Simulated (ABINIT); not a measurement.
The system is KI.

```
CELL_PARAMETERS angstrom
0.00000 3.53277 3.53277
3.53277 0.00000 3.53277
3.53277 3.53277 0.00000
ATOMIC_POSITIONS crystal
I 0.50000 0.50000 0.50000
K 0.00000 0.00000 0.00000
```

Program: ABINIT 10.8.3 (patched build). Alike in all runs: no spin polarisation; cell as given.

Problem. Order these runs on this cell by their band gap on the k mesh, lowest first.
A. level LDA; potentials or basis JTH PAW LDA v2.0; k mesh 7 × 7 × 7; cutoff (eV) 435; smearing fermi-dirac 0.05 eV; fine-grid cutoff 870.764 eV
B. level r2SCAN; potentials or basis JTH PAW PBE v2.0; k mesh 7 × 7 × 7; cutoff (eV) 517; smearing fermi-dirac 0.05 eV; fine-grid cutoff 1034.03 eV
C. level PBEsol; potentials or basis PseudoDojo NC SR PBEsol v0.4.1 standard; k mesh 7 × 7 × 7; cutoff (eV) 1007; smearing fermi-dirac 0.05 eV
D. level HSE06; potentials or basis SPMS NC PBE v1.0; k mesh 4 × 4 × 4; cutoff (eV) 381; smearing fixed; most SCF steps 60

Solution. A (3.60 eV), C (3.82 eV), B (4.61 eV), D (4.84 eV).

Caveats: spin-orbit coupling is left out, which moves the levels of the heavy elements; Libxc's HSE differs a little from that of other programs (some runs).

